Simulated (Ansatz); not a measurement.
# ZrS2 (P-3m1) in Ansatz: notebook

Runs on ZrS2. Level: LDA. Tasks: single point, equation of state.

Program: Ansatz 0.2.0. These are calculated values, not measurements. Logs are shortened: lines on timing, memory, paths and dates and some standing lists are left out, and cuts for length are marked.

## (1) Starting point

The structure is trigonal, space group P-3m1 (No. 164). The conventional cell has a = 3.691 Å, b = 3.691 Å, c = 6.041 Å, α = 90.00°, β = 90.00°, γ = 120.00°. Zr (site symmetry -3m) has 6 S at 2.57 Å as nearest neighbours. S (site symmetry 3m) is surrounded by 3 Zr at 2.57 Å.

The cell is a database's computed one.

## (2) Single point, LDA, 22.34 Å³/atom (volume scaled by 0.94)

The input, input.yaml:

```yaml
crystal:
  lattice:
    - [3.6160270677, 0.0, 0.0]
    - [-1.8080135339, 3.1315713014, 0.0]
    - [0.0, 0.0, 5.9177551207]
  atoms:
    - { symbol: Zr, position: [0.0, 0.0, 0.0] }
    - { symbol: S, position: [0.3333333333, 0.6666666667, 0.23790997] }
    - { symbol: S, position: [0.6666666667, 0.3333333333, 0.76209003] }
hamiltonian:
  xc: lda
  pseudopotentials: { kind: paw }
kpoints:
  mp_grid: { grid: [8, 8, 5] }
scf:
  occupations: { method: fermi_dirac, width: 0.05 }
output:
  forces: true
  stress: true
  eigenvalues: true
  write_density: true
  write_potential: true
  elf: true
  volumetric_format: npy
```

Potentials or basis: Ansatz PAW.

Started as:

```console
> ansatz run input.yaml --threads 2 --pin off --max-ram 5120MiB --backend cpu --events-out ev --progress --plain --runs-dir out
```

The program printed:

```text
Warning: RAYON_NUM_THREADS=2 ignored (pool sized by the plan → 2); use --threads N
Engine: ansatz 0.2.0, aarch64-unknown-linux-gnu
Pseudopotentials: kind: paw
Pseudopotential: Zr, paw, valence charge 12, recommended cutoff 420 eV (normal), Zr.paw.azcp
Pseudopotential: S, paw, valence charge 6, recommended cutoff 420 eV (normal), S.paw.azcp
Functional definition: SPW92
  exchange = slater_x
  correlation = pw_c
Crystal: 3 atoms, lattice volume = 67.012 Å³
Basis set: ecut = 420 eV, 1303 PW (Γ)
Bands: 16, of which v1, the nominal top of the filled ones, is band 12 counted from 1 (11 counted from 0)
Symmetry: 12 space group operations
Space group: P-3m1 (ITA 164), of the structure as read, at distance tolerance 4.1e-5 Å
k-points: 40 of 320
Non-local potential: Zr, projectors of the file, l = 0: 3, l = 1: 2, l = 2: 2, l = 3: 2
Non-local potential: S, projectors of the file, l = 0: 2, l = 1: 2, l = 2: 2
PAW form: soft (Blöchl's): semilocal exchange-correlation on the pseudo side does not see the compensation charge
PAW frozen core: Zr, regenerated for the run's functional, and the local potential with it (the file was generated under x = pbe(κ = 0.804, μ = 0.2195149727645171), c = pbe(β = 0.06672455060314922))
PAW frozen core: S, regenerated for the run's functional, and the local potential with it (the file was generated under x = pbe(κ = 0.804, μ = 0.2195149727645171), c = pbe(β = 0.06672455060314922))
PAW one-centre angular grid: Zr, 590 points (default); XC on 64 Gauss nodes
PAW one-centre angular grid: S, 110 points (default); XC on 64 Gauss nodes
Initial density: superposition of atomic densities (neutral atoms: chi_scale 0, normalization atom), corrected by the library's trained network
Initial wavefunctions: pseudopotential atomic-orbital guess
Functional: x = slater, c = lda
SCF iter   1: F=—  HF=-5821.248160 eV  |F-HF|=—  |Δ(HF+E_count)|=         —  Δρ=6.66e-3  dr2=4.45e-2  ethr=1.77e-3  ⟨swp⟩=5.4  Hψ=3570  notcnv=0
preconditioner: auto → Resta (q_TF=auto, 2.299 Å⁻¹)  ε∞=6.3  [insulator: Δε(μ)=0.814 eV  Ē_g=7.876 eV  σ=0.050 eV  W_gap=1.00  n_scr=22 (ndim 8)  ℏωp=18.1 eV  f_vac=0.021  D(μ)=0.00/eV (n_scr^D=0)  ε∞_Penn≈6.3]
SCF iter   2: F=—  HF=-5821.239797 eV  |F-HF|=—  |Δ(HF+E_count)|=   8.36e-3  Δρ=2.95e-3  dr2=3.02e-3  ethr=1.85e-4  ⟨swp⟩=2.0  Hψ=1106  notcnv=0
SCF iter   3: F=—  HF=-5821.239286 eV  |F-HF|=—  |Δ(HF+E_count)|=   5.12e-4  Δρ=1.29e-3  dr2=7.39e-4  ethr=1.26e-5  ⟨swp⟩=1.0  Hψ=640  notcnv=0
SCF iter   4: F=—  HF=-5821.239195 eV  |F-HF|=—  |Δ(HF+E_count)|=   9.10e-5  Δρ=1.50e-4  dr2=2.78e-5  ethr=3.08e-6  ⟨swp⟩=1.8  Hψ=852  notcnv=0
SCF iter   5: F=—  HF=-5821.239199 eV  |F-HF|=—  |Δ(HF+E_count)|=   4.76e-6  Δρ=4.12e-5  dr2=1.53e-6  ethr=1.16e-7  ⟨swp⟩=2.7  Hψ=1083  notcnv=0
SCF iter   6: F=-5821.239200 eV  HF=-5821.239200 eV  |F-HF|=1.27e-8  |Δ(HF+E_count)|=   8.13e-7  Δρ=6.31e-6  dr2=4.24e-8  ethr=4.17e-10  ⟨swp⟩=7.0  Hψ=4113  notcnv=0
SCF 1 converged in 6 iterations: F = -5821.239200 eV  dr2 = 4.24e-8
SCF converged after 6 iterations
Free energy (F): -5821.239200 eV
Harris-Foulkes:  -5821.239200 eV  (|F-HF|=1.27e-8)
Internal energy: -5821.239194 eV  (E = F + TS)
E sigma→0 (E₀):  -5821.239197 eV
Entropy (-TS):   -0.000007 eV (-0.002 meV/atom)
Fermi energy:    7.439656 eV
--- Per-component energies (eV) ---
  E_band       = -166.189756
  E_kinetic    = 550.628224
  E_local      = -1359.958610  (includes V_loc(G=0)·N_el)
  E_nonlocal   = 140.999840
  E_hartree    = 482.076444
  E_xc         = -354.723836
  E_vxc        = -368.267552  (∫ρ·V_xc dr)
  E_paw        = -3986.224657  (= ΣΔE_a)
  E_vpaw       = -93.748164  (= ΣTr[D̂ρ^β])
  E_aug_tail   = 0.000024  (compensation charges beyond the density's cutoff)
  E_ewald      = -1294.713419
  E_core_change = 0.676796  (= ΣΔE_core)
  E_smearing   = -0.000007  (= −TS)
  E_closure    = 0.000000  (closes the sum)
  Σ components = -5821.239200   (vs F -5821.239200, Δ=0.00e0)
--- Forces (eV/Å), atoms counted from 1 ---
  atom   1  Zr     0.00000000     0.00000000     0.00000000
  atom   2  S     -0.00000000     0.00000000     0.44390191
  atom   3  S      0.00000000    -0.00000000    -0.44390191
  max |Σ_I F_I| component: 9.25e-18 eV/Å
--- Stress (GPa, compression-positive) ---
        0.901328      -0.000000       0.000000
       -0.000000       0.901328      -0.000000
        0.000000      -0.000000       1.580136
  P = ⅓ Tr σ = 1.1276 GPa (11.276 kbar)
--- Band table (eV; the first three rows and the last of 40) ---
  k-point 0: bands = ["-41.6543", "-19.8219", "-19.6468", "-19.6468", "-5.8469", "-4.2215", "2.4029", "3.9975", "3.9975", "6.9180", "6.9312", "6.9312", "8.4839", "8.4839", "9.3846", "12.2200"]
  k-point 1: bands = ["-41.6543", "-19.8221", "-19.6468", "-19.6468", "-5.7817", "-4.3345", "2.6778", "4.0075", "4.0075", "6.3293", "6.8917", "6.8917", "8.4727", "8.4727", "9.6048", "12.3381"]
  k-point 2: bands = ["-41.6543", "-19.8225", "-19.6468", "-19.6468", "-5.6526", "-4.5372", "3.2898", "4.0242", "4.0242", "5.3621", "6.8291", "6.8291", "8.4543", "8.4543", "9.7961", "12.5423"]
  k-point 39: bands = ["-41.6270", "-19.9127", "-19.8224", "-19.7401", "-4.5609", "-4.3237", "2.9969", "3.3769", "4.1036", "4.7970", "5.0365", "5.4784", "9.0193", "10.0004", "10.1731", "12.2307"]
```

Wall time 1.2 s (2 threads of Arm Neoverse V2, shared host); peak memory 0.3 GiB.

What came out:

```yaml
Free_energy: -5821.2392 eV
Pressure: 1.1 GPa
Largest_force: 0.444 eV/Å
Band_gap_on_the_k_mesh: 0.90 eV, indirect (least direct gap 1.55 eV)
```

Caveat: odd divisions of the mesh miss points on the zone boundary, where band edges often lie, so the gap on the mesh can be too wide; the PAW data sets come from PBE, with cores solved anew for the run's functional, which leaves a small shift of forces and pressure.

## (3) Single point, LDA, 22.81 Å³/atom (volume scaled by 0.96)

Edit input.yaml of step 2 so:

```diff
@@ -2,5 +2,5 @@
   lattice:
-    - [3.6160270677, 0.0, 0.0]
-    - [-1.8080135339, 3.1315713014, 0.0]
-    - [0.0, 0.0, 5.9177551207]
+    - [3.6414928861, 0.0, 0.0]
+    - [-1.8207464431, 3.1536253471, 0.0]
+    - [0.0, 0.0, 5.9594308256]
   atoms:
@@ -20,5 +20 @@
   eigenvalues: true
-  write_density: true
-  write_potential: true
-  elf: true
-  volumetric_format: npy
```

Potentials or basis: Ansatz PAW.

Started as:

```console
> ansatz run input.yaml --threads 2 --pin off --max-ram 5120MiB --backend cpu --events-out ev --progress --plain --runs-dir out
```

Wall time 0.94 s (2 threads of Arm Neoverse V2, shared host); peak memory 0.3 GiB.

It converged, with:

| Quantity | Value |
| --- | --- |
| Free energy | -5821.2397 eV |
| Pressure | -1.0 GPa |
| Largest force | 0.177 eV/Å |
| Band gap on the k mesh | 0.91 eV, indirect (least direct gap 1.56 eV) |

Caveat: odd divisions of the mesh miss points on the zone boundary, where band edges often lie, so the gap on the mesh can be too wide; the PAW data sets come from PBE, with cores solved anew for the run's functional, which leaves a small shift of forces and pressure.

## (4) Single point, LDA, 23.29 Å³/atom (volume scaled by 0.98)

Edit input.yaml of step 3 so:

```diff
@@ -2,5 +2,5 @@
   lattice:
-    - [3.6414928861, 0.0, 0.0]
-    - [-1.8207464431, 3.1536253471, 0.0]
-    - [0.0, 0.0, 5.9594308256]
+    - [3.6666074238, 0.0, 0.0]
+    - [-1.8333037119, 3.1753751747, 0.0]
+    - [0.0, 0.0, 6.0005316473]
   atoms:
@@ -20 +20,5 @@
   eigenvalues: true
+  write_density: true
+  write_potential: true
+  elf: true
+  volumetric_format: npy
```

Started as:

```console
> ansatz run input.yaml --threads 2 --pin off --max-ram 5120MiB --backend cpu --events-out ev --progress --plain --runs-dir out
```

Run time: 1.4 s. Hardware: 2 threads of Arm Neoverse V2, shared host; peak memory 0.31 GiB.

Results (log left out):

```yaml
Free_energy: -5821.2226 eV
Pressure: -2.9 GPa
Largest_force: 0.070 eV/Å
Band_gap_on_the_k_mesh: 0.92 eV, indirect (least direct gap 1.54 eV)
```

Caveat: odd divisions of the mesh miss points on the zone boundary, where band edges often lie, so the gap on the mesh can be too wide; the PAW data sets come from PBE, with cores solved anew for the run's functional, which leaves a small shift of forces and pressure.

## (5) Single point, LDA, 23.76 Å³/atom

Edit input.yaml of step 4 so:

```diff
@@ -2,5 +2,5 @@
   lattice:
-    - [3.6666074238, 0.0, 0.0]
-    - [-1.8333037119, 3.1753751747, 0.0]
-    - [0.0, 0.0, 6.0005316473]
+    - [3.6913825498, 0.0, 0.0]
+    - [-1.8456912749, 3.1968310632, 0.0]
+    - [0.0, 0.0, 6.04107701]
   atoms:
@@ -20,5 +20 @@
   eigenvalues: true
-  write_density: true
-  write_potential: true
-  elf: true
-  volumetric_format: npy
```

Started as:

```console
> ansatz run input.yaml --threads 2 --pin off --max-ram 5120MiB --backend cpu --events-out ev --progress --plain --runs-dir out
```

Run time: 1.1 s. Hardware: 2 threads of Arm Neoverse V2, shared host; peak memory 0.31 GiB.

It converged, with:

```
Free energy            : -5821.1895 eV
Pressure               : -4.6 GPa
Largest force          : 0.300 eV/Å
Band gap on the k mesh : 0.93 eV, indirect (least direct gap 1.53 eV)
```

Caveat: odd divisions of the mesh miss points on the zone boundary, where band edges often lie, so the gap on the mesh can be too wide; the PAW data sets come from PBE, with cores solved anew for the run's functional, which leaves a small shift of forces and pressure.

## (6) Single point, LDA, 24.24 Å³/atom (volume scaled by 1.02)

Edit input.yaml of step 5 so:

```diff
@@ -2,5 +2,5 @@
   lattice:
-    - [3.6913825498, 0.0, 0.0]
-    - [-1.8456912749, 3.1968310632, 0.0]
-    - [0.0, 0.0, 6.04107701]
+    - [3.7158295043, 0.0, 0.0]
+    - [-1.8579147522, 3.2180027468, 0.0]
+    - [0.0, 0.0, 6.0810853085]
   atoms:
```

Potentials or basis: Ansatz PAW.

Started as:

```console
> ansatz run input.yaml --threads 2 --pin off --max-ram 5120MiB --backend cpu --events-out ev --progress --plain --runs-dir out
```

Wall time 1 s (2 threads of Arm Neoverse V2, shared host); peak memory 0.3 GiB.

Results (log left out):

```yaml
Free_energy: -5821.1421 eV
Pressure: -6.1 GPa
Largest_force: 0.513 eV/Å
Band_gap_on_the_k_mesh: 0.94 eV, indirect (least direct gap 1.52 eV)
```

Caveat: odd divisions of the mesh miss points on the zone boundary, where band edges often lie, so the gap on the mesh can be too wide; the PAW data sets come from PBE, with cores solved anew for the run's functional, which leaves a small shift of forces and pressure.

## (7) Single point, LDA, 24.71 Å³/atom (volume scaled by 1.04)

Edit input.yaml of step 6 so:

```diff
@@ -2,5 +2,5 @@
   lattice:
-    - [3.7158295043, 0.0, 0.0]
-    - [-1.8579147522, 3.2180027468, 0.0]
-    - [0.0, 0.0, 6.0810853085]
+    - [3.7399589434, 0.0, 0.0]
+    - [-1.8699794717, 3.2388994541, 0.0]
+    - [0.0, 0.0, 6.1205739819]
   atoms:
@@ -20 +20,5 @@
   eigenvalues: true
+  write_density: true
+  write_potential: true
+  elf: true
+  volumetric_format: npy
```

Started as:

```console
> ansatz run input.yaml --threads 2 --pin off --max-ram 5120MiB --backend cpu --events-out ev --progress --plain --runs-dir out
```

It took 1.4 s on 2 threads of Arm Neoverse V2, shared host; peak memory 0.3 GiB.

The run converged. Its results:

```yaml
Free_energy: -5821.0818 eV
Pressure: -7.4 GPa
Largest_force: 0.711 eV/Å
Band_gap_on_the_k_mesh: 0.95 eV, indirect (least direct gap 1.50 eV)
```

Caveat: odd divisions of the mesh miss points on the zone boundary, where band edges often lie, so the gap on the mesh can be too wide; the PAW data sets come from PBE, with cores solved anew for the run's functional, which leaves a small shift of forces and pressure.

## (8) Single point, LDA, 25.19 Å³/atom (volume scaled by 1.06)

Edit input.yaml of step 7 so:

```diff
@@ -2,5 +2,5 @@
   lattice:
-    - [3.7399589434, 0.0, 0.0]
-    - [-1.8699794717, 3.2388994541, 0.0]
-    - [0.0, 0.0, 6.1205739819]
+    - [3.7637809802, 0.0, 0.0]
+    - [-1.8818904901, 3.2595299432, 0.0]
+    - [0.0, 0.0, 6.1595595806]
   atoms:
@@ -20,5 +20 @@
   eigenvalues: true
-  write_density: true
-  write_potential: true
-  elf: true
-  volumetric_format: npy
```

Started as:

```console
> ansatz run input.yaml --threads 2 --pin off --max-ram 5120MiB --backend cpu --events-out ev --progress --plain --runs-dir out
```

It took 1.1 s on 2 threads of Arm Neoverse V2, shared host; peak memory 0.3 GiB.

The run converged. Its results:

- Free energy: -5821.0101 eV
- Pressure: -8.7 GPa
- Largest force: 0.895 eV/Å
- Band gap on the k mesh: 0.96 eV, indirect (least direct gap 1.49 eV)

Caveat: odd divisions of the mesh miss points on the zone boundary, where band edges often lie, so the gap on the mesh can be too wide; the PAW data sets come from PBE, with cores solved anew for the run's functional, which leaves a small shift of forces and pressure.

## (9) Equation of state, LDA

Potentials or basis: Ansatz PAW.

No new run: the results of the series are fitted here.

Results:

- Equilibrium volume: 22.59 Å³/atom
- Bulk modulus at fixed shape and positions: 99 GPa
- Pressure derivative of the bulk modulus: 4.1

Energy against volume, from the lowest point:
| volume (Å³/atom) | energy (meV/atom) |
| --- | --- |
| 22.337 | 0.18 |
| 22.813 | 0.00 |
| 23.288 | 5.73 |
| 23.763 | 16.75 |
| 24.238 | 32.55 |
| 24.714 | 52.63 |
| 25.189 | 76.56 |

Caveat: the cell was scaled at fixed shape and fractional positions, which overstates the stiffness of a crystal with free parameters, most of all of layers and chains.
